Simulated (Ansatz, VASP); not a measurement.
# Cs: VASP beside Ansatz

```
CELL_PARAMETERS angstrom
-3.06460 3.06460 3.06460
3.06460 -3.06460 3.06460
3.06460 3.06460 -3.06460
ATOMIC_POSITIONS crystal
Cs 0.00000 0.00000 0.00000
```

Change from the starting cell: volume scaled by 0.94.

Alike in both runs: task single point; functional PBE; k mesh 6 × 6 × 6; occupations fermi-dirac, width 0.05 eV; no spin polarisation.

|  | VASP | Ansatz |
| --- | --- | --- |
| version | VASP 6.6.1 | Ansatz 0.2.0 |
| potentials or method | VASP PAW PBE potentials, release 64 (Cs_sv) | Ansatz PAW |
| plane-wave cutoff (eV) | 520 | 420 |
| valence electrons in the cell | 9 | 9 |

|  | VASP | Ansatz | Ansatz less VASP |
| --- | --- | --- | --- |
| gap on the k mesh at the Fermi level (eV) | none | none | - |
| pressure (GPa) | 0.0 | 0.0 | +0.01 |

A gap of «none» marks a metal or a gap that the smearing closes.

Spin-orbit coupling is left out, which matters for the levels of Cs.
